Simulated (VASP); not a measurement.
# GaAs (F-43m) in VASP: single point with HSE06

Aim: the single point of GaAs with HSE06.

Program: VASP 6.6.1. These are calculated values, not measurements. Logs are shortened: lines on timing, memory, paths and dates and some standing lists are left out, and cuts for length are marked.

**What was measured.**

From “Evidence of valence band perturbations in GaAsN/GaAs(001): A combined variable-angle spectroscopic ellipsometry and modulated photoreflectance investigation”, 2008, arxiv:0805.2212, for a bulk crystal of GaAs at 300 K: band gap 1.418 ± 0.005 eV (direct).

The runs below are set against these values where they give the same quantity.

### Step 1. Starting point

It takes space group F-43m (No. 216, cubic). Conventional cell: a = 5.663 Å, b = 5.663 Å, c = 5.663 Å, α = 90.00°, β = 90.00°, γ = 90.00°. Around Ga (site symmetry -43m) lie 4 As at 2.45 Å. As (site symmetry -43m) has 4 Ga at 2.45 Å as nearest neighbours.

The cell is a database's computed one.

### Step 2. Single point, HSE06

File POSCAR:

```
GaAs
1.0
    0.0000000000      2.8314000000      2.8314000000
    2.8314000000      0.0000000000      2.8314000000
    2.8314000000      2.8314000000      0.0000000000
Ga As
1 1
Direct
    0.0000000000      0.0000000000      0.0000000000
    0.7500000000      0.7500000000      0.7500000000
```

File INCAR.step1:

```
PREC     = Accurate       # precision mode
ENCUT    = 520            # plane-wave cutoff, eV
EDIFF    = 1E-5           # SCF threshold, eV
ISMEAR   = 0              # smearing method
SIGMA    = 0.02           # smearing width, eV
LREAL    = F              # projectors in reciprocal space
LASPH    = T              # aspherical terms in the spheres
NELM     = 80             # most SCF steps
ALGO     = Normal         # electronic algorithm
ISIF     = 2              # what is computed and relaxed
LWAVE    = T              # write WAVECAR
LCHARG   = F              # write CHGCAR
GGA      = PE             # functional
```

File INCAR.step2:

```
PREC     = Accurate       # precision mode
ENCUT    = 520            # plane-wave cutoff, eV
EDIFF    = 1E-7           # SCF threshold, eV
ISMEAR   = 0              # smearing method
SIGMA    = 0.02           # smearing width, eV
LREAL    = F              # projectors in reciprocal space
LASPH    = T              # aspherical terms in the spheres
NELM     = 80             # most SCF steps
ALGO     = Normal         # electronic algorithm
ISIF     = 2              # what is computed and relaxed
LWAVE    = F              # write WAVECAR
LCHARG   = F              # write CHGCAR
GGA      = PE             # functional
LHFCALC  = T              # exact exchange
HFSCREEN = 0.2            # screening, 1/A
PRECFOCK = Fast         
ISTART   = 1
```

File KPOINTS:

```
Automatic mesh
0
Gamma
  6 6 6
```

Potentials or basis: VASP PAW PBE potentials, release 64 (Ga_d, As).

Command:

```bash
> cat potpaw_PBE.64/Ga_d/POTCAR potpaw_PBE.64/As/POTCAR > POTCAR
> cp INCAR.step1 INCAR
> mpirun -np 1 vasp_std > vasp.out
> cp INCAR.step2 INCAR
> mpirun -np 1 vasp_std > vasp.out
```

OUTCAR:

```text
PREC = Accurate
   ENCUT = 520
   EDIFF = 1E-7
   ISMEAR = 0
   LREAL = F
   LASPH = T
   NELM = 80
   ISIF = 2
   GGA = PE
   LHFCALC = T
   HFSCREEN = 0.2
   PRECFOCK = Fast
   ISTART = 1

 ion  position               nearest neighbor table
   1  0.000  0.000  0.000-   2 2.45   2 2.45   2 2.45   2 2.45
   2  0.750  0.750  0.750-   1 2.45   1 2.45   1 2.45   1 2.45

  LATTYP: Found a face centered cubic cell.
 ALAT       =     5.6628000000

  Lattice vectors:

 A1 = (   0.0000000000,   2.8314000000,   2.8314000000)
 A2 = (   2.8314000000,   0.0000000000,   2.8314000000)
 A3 = (   2.8314000000,   2.8314000000,   0.0000000000)

Analysis of symmetry for initial positions (statically):
=====================================================================
 Subroutine PRICEL returns:
 Original cell was already a primitive cell.

 Routine SETGRP: Setting up the symmetry group for a
 face centered cubic supercell.

 Subroutine GETGRP returns: Found 24 space group operations
 (whereof 24 operations were pure point group operations)
 out of a pool of 48 trial point group operations.

The static configuration has the point symmetry T_d .

Analysis of symmetry for dynamics (positions and initial velocities):
=====================================================================
 Subroutine PRICEL returns:
 Original cell was already a primitive cell.

 Routine SETGRP: Setting up the symmetry group for a
 face centered cubic supercell.

 Subroutine GETGRP returns: Found 24 space group operations
 (whereof 24 operations were pure point group operations)
 out of a pool of 48 trial point group operations.

The dynamic configuration has the point symmetry T_d .

 Subroutine INISYM returns: Found 24 space group operations
 (whereof 24 operations are pure point group operations),
 and found     1 'primitive' translations

----------------------------------------------------------------------------------------

                                     Primitive cell

  volume of cell :      45.3977

  direct lattice vectors                    reciprocal lattice vectors
     0.000000000  2.831400000  2.831400000    -0.176591086  0.176591086  0.176591086
     2.831400000  0.000000000  2.831400000     0.176591086 -0.176591086  0.176591086
     2.831400000  2.831400000  0.000000000     0.176591086  0.176591086 -0.176591086

  length of vectors
     4.004204281  4.004204281  4.004204281     0.305864733  0.305864733  0.305864733

  position of ions in fractional coordinates (direct lattice)
     0.000000000  0.000000000  0.000000000
     0.750000000  0.750000000  0.750000000

  ion indices of the primitive-cell ions
   primitive index   ion index
                 1           1
                 2           2

----------------------------------------------------------------------------------------

 KPOINTS: Automatic mesh

Automatic generation of k-mesh.
 Grid dimensions read from file:
 generate k-points for:    6    6    6

 Generating k-lattice:

  Cartesian coordinates                     Fractional coordinates (reciprocal lattice)
    -0.029431848  0.029431848  0.029431848     0.166666667  0.000000000  0.000000000
     0.029431848 -0.029431848  0.029431848     0.000000000  0.166666667  0.000000000
     0.029431848  0.029431848 -0.029431848     0.000000000  0.000000000  0.166666667

  Length of vectors
     0.050977455  0.050977455  0.050977455

  Shift w.r.t. Gamma in fractional coordinates (k-lattice)
     0.000000000  0.000000000  0.000000000

 Subroutine IBZKPT returns following result:
 ===========================================

 Found     16 irreducible k-points:

 Following reciprocal coordinates:
            Coordinates               Weight
  0.000000  0.000000  0.000000      1.000000
  0.166667  0.000000  0.000000      8.000000
  0.333333  0.000000  0.000000      8.000000
  0.500000  0.000000  0.000000      4.000000
  0.166667  0.166667  0.000000      6.000000
  0.333333  0.166667  0.000000     24.000000
[... 8 lines left out ...]
 -0.333333  0.333333  0.166667     24.000000
 -0.333333  0.500000  0.166667     12.000000
   k-points           NKPTS =     16   k-points in BZ     NKDIM =    216   number of bands    NBANDS=     13
   number of dos      NEDOS =    301   number of ions     NIONS =      2
   total plane-waves  NPLWV =  27000
   dimension x,y,z NGX =    30 NGY =   30 NGZ =   30
   dimension x,y,z NGXF=    60 NGYF=   60 NGZF=   60
   ions per type =               1   1
   NGX,Y,Z   is equivalent  to a cutoff of  12.46, 12.46, 12.46 a.u.
   NGXF,Y,Z  is equivalent  to a cutoff of  24.91, 24.91, 24.91 a.u.
 SYSTEM =  unknown system
   PREC   = accura    normal or accurate (medium, high low for compatibility)
   ISTART =      1    job   : 0-new  1-cont  2-samecut
   ICHARG =      0    charge: 1-file 2-atom 10-const
   ISPIN  =      1    spin polarized calculation?
   LNONCOLLINEAR =      F non collinear calculations
   LSORBIT =      F    spin-orbit coupling
   LASPH  =      T    aspherical Exc in radial PAW
   ENCUT  =  520.0 eV  38.22 Ry    6.18 a.u.   7.45  7.45  7.45*2*pi/ulx,y,z
   NELM   =     80;   NELMIN=  2; NELMDL=  0     # of ELM steps
   EDIFF  = 0.1E-06   stopping-criterion for ELM
   LREAL  =      F    real-space projection
   EDIFFG = 0.1E-05   stopping-criterion for IOM
   NSW    =      0    number of steps for IOM
   IBRION =     -1    ionic relax: 0-MD 1-quasi-New 2-CG
   NFREE  =      0    steps in history (QN), initial steepest desc. (CG)
   ISIF   =      2    stress and relaxation
   ISYM   =      3    0-nonsym 1-usesym 2-fastsym
   POTIM  = 0.5000    time-step for ionic-motion
   TEBEG  =    0.0;   TEEND  =   0.0 temperature during run
   PSTRESS=    0.0 pullay stress
   NELECT =      18.0000    total number of electrons
   NUPDOWN=      -1.0000    fix difference up-down
   EMIN   =  10.00;   EMAX   =-10.00  energy-range for DOS
   EFERMI =   0.00;   METHOD = LEGACY
   ISMEAR =     0;   SIGMA  =   0.02  broadening in eV -4-tet -1-fermi 0-gaus
   EFERMI_NEDOS =   21; number of points for ismear=-14 and -15
   IALGO  =     38    algorithm
   IMIX   =      1    mixing-type and parameters
     AMIX     =   0.40;   BMIX     =  1.00
     AMIX_MAG =   1.60;   BMIX_MAG =  1.00
  volume/ion in A,a.u.               =      22.70       153.18
  Fermi-wavevector in a.u.,A,eV,Ry     =   1.202692  2.272758 19.680394  1.446468
  Thomas-Fermi vector in A             =   2.338466
   LORBIT       =      0    0 simple, 1 ext, 2 COOP (PROOUT), +10 PAW based schemes
   GGA     = PE    functional components
   LHFCALC =     T    Hartree Fock is set to
   PRECFOCK=fast      Normal, Fast or Accurate (Low or Medium for compatibility)
   ENCUT4O =  -1.0   cutoff for four orbital integrals eV
   NKREDX  =     1    reduce k-point grid by
   NKREDY  =     1    reduce k-point grid by
   NKREDZ  =     1    reduce k-point grid by
   AEXX    =    0.2500 exact exchange contribution
   HFSCREEN=    0.2000 screening length (either q_TF or 0.3 A-1)
   HFSCREENC=   0.2000 screening length for correlation (either q_TF or 0.3 A-1)
   ENCUTFOCK=  -1.0 apply spherical cutoff to Coloumb kernel
   IVDW    =     0    specifies the selected vdW correction
   LEPSILON=     F    determine dielectric tensor
   LRPA    =     F    only Hartree local field effects (RPA)
 non-spin polarized calculation
 Gauss-broadening in eV      SIGMA  =   0.02
  energy-cutoff  :      520.00
  volume of cell :       45.40
 maximum number of plane-waves:      1243
 NGX is ok and might be reduce to    30
  NGX = 18; NGY = 18; NGZ = 18

 number of electron      17.9999991 magnetization

 Free energy of the ion-electron system (eV)
  ---------------------------------------------------
  ext. energy  EPLUGINS =         0.00000000
  ---------------------------------------------------
  free energy    TOTEN  =        -9.87619594 eV

  energy without entropy =       -9.87619594  energy(sigma->0) =       -9.87619594

 E-fermi :   3.5811     XC(G=0):  -7.9368

 val. band max:        3.4551067019   @ k =   0.0000   0.0000   0.0000
 cond. band min:       4.8457028289   @ k =   0.0000   0.0000   0.0000
 fundamental gap:      1.3905961270
 Fermi energy:         3.5810625297

 k-point     1 :       0.0000    0.0000    0.0000
  band No.  band energies     occupation
      1     -13.9168      2.00000
      2     -13.9168      2.00000
      3     -13.9168      2.00000
      4     -13.8371      2.00000
      5     -13.8371      2.00000
      6     -10.4784      2.00000
      7       3.4551      2.00000
      8       3.4551      2.00000
      9       3.4551      2.00000
     10       4.8457      0.00000
     11       8.0123      0.00000
     12       8.0123      0.00000
     13       8.0123      0.00000

 k-point     2 :       0.1667    0.0000    0.0000
  band No.  band energies     occupation
      1     -13.9304      2.00000
      2     -13.9115      2.00000
      3     -13.9115      2.00000
      4     -13.8373      2.00000
      5     -13.8373      2.00000
      6     -10.1364      2.00000
      7       0.6698      2.00000
      8       3.0572      2.00000
      9       3.0572      2.00000
     10       5.9056      0.00000
     11       8.5910      0.00000
     12       8.5910      0.00000
     13       8.9996      0.00000

 k-point     3 :       0.3333    0.0000    0.0000
  band No.  band energies     occupation
      1     -13.9563      2.00000
      2     -13.9024      2.00000
      3     -13.9024      2.00000
      4     -13.8362      2.00000
      5     -13.8362      2.00000
      6      -9.2434      2.00000
      7      -2.3207      2.00000
      8       2.4681      2.00000
      9       2.4681      2.00000
     10       5.4546      0.00000
     11       9.0138      0.00000
     12       9.0138      0.00000
     13      11.7197      0.00000
[... 177 lines left out ...]
 k-point    15 :      -0.3333    0.3333    0.1667
  band No.  band energies     occupation
      1     -13.9811      2.00000
      2     -13.8918      2.00000
      3     -13.8816      2.00000
      4     -13.8445      2.00000
      5     -13.8342      2.00000
      6      -7.9705      2.00000
      7      -3.5382      2.00000
      8      -0.4674      2.00000
      9       0.8317      2.00000
     10       7.9183      0.00000
     11       8.6071      0.00000
     12      10.6655      0.00000
     13      11.8688      0.00000

 k-point    16 :      -0.3333    0.5000    0.1667
  band No.  band energies     occupation
      1     -13.9893      2.00000
      2     -13.8850      2.00000
      3     -13.8756      2.00000
      4     -13.8507      2.00000
      5     -13.8311      2.00000
      6      -7.7153      2.00000
      7      -3.7445      2.00000
      8      -0.1459      2.00000
      9       0.0308      2.00000
     10       7.4581      0.00000
     11       7.7349      0.00000
     12      11.6042      0.00000
     13      11.8879      0.00000

------------------------ aborting loop because EDIFF is reached ----------------------------------------

  FORCE on cell =-STRESS in cart. coord.  units (eV):
  Direction    XX          YY          ZZ          XY          YZ          ZX
  --------------------------------------------------------------------------------------
  -------------------------------------------------------------------------------------
  Total        0.1684820      0.1684820      0.1684820     -0.0000000      0.0000000      0.0000000
  in kB        5.9460749      5.9460749      5.9460749     -0.0000000      0.0000000      0.0000000
  external PRESSURE =       5.9460749 kB  Pullay stress =       0.0000000 kB

 VOLUME and BASIS-vectors are now :
 -----------------------------------------------------------------------------
  energy-cutoff  :      520.00
  volume of cell :       45.40
      direct lattice vectors                 reciprocal lattice vectors
     0.000000000  2.831400000  2.831400000    -0.176591086  0.176591086  0.176591086
     2.831400000  0.000000000  2.831400000     0.176591086 -0.176591086  0.176591086
     2.831400000  2.831400000  0.000000000     0.176591086  0.176591086 -0.176591086

 POSITION                                       TOTAL-FORCE (eV/Angst)
 -----------------------------------------------------------------------------------
      0.00000      0.00000      0.00000         0.000000      0.000000      0.000000
      4.24710      4.24710      4.24710        -0.000000     -0.000000     -0.000000
 -----------------------------------------------------------------------------------
    total drift:                               -0.000007     -0.000001     -0.000001

  FREE ENERGIE OF THE ION-ELECTRON SYSTEM (eV)
  ---------------------------------------------------
  free  energy   TOTEN  =        -9.8761959386 eV

  energy  without entropy=       -9.8761959386  energy(sigma->0) =       -9.87619594
```

Wall time 33 min (1 thread of Intel Xeon Platinum 8375C at 2.90GHz (Ice Lake), shared host); peak memory 0.28 GiB.

What came out:

| Item | Value |
| --- | --- |
| Free energy | -9.8762 eV |
| Pressure | 0.6 GPa |
| Band gap on the k mesh | 1.39 eV, direct |

Caveat: the PAW data sets were made with another functional, which shifts forces and pressure a little.

### Step 3. How close it comes

Step 2. A measured gap of GaAs is 1.418 eV (direct; 300 K; “Evidence of valence band perturbations in GaAsN/GaAs(001): A combined variable-angle spectroscopic ellipsometry and modulated photoreflectance investigation”, 2008, arxiv:0805.2212); the calculated 1.39 eV misses it by -0.03 eV. 3 values of this kind are on record (1.412 to 1.51 eV); this one was drawn at random among those near their median, those with a stated uncertainty first. Spin-orbit coupling on As, Ga is left out. The value is that of HSE06 on a finite k mesh, which can miss the band edges, without temperature or zero-point motion. The cell is a database's relaxed one, not the measured one, which moves gaps too.
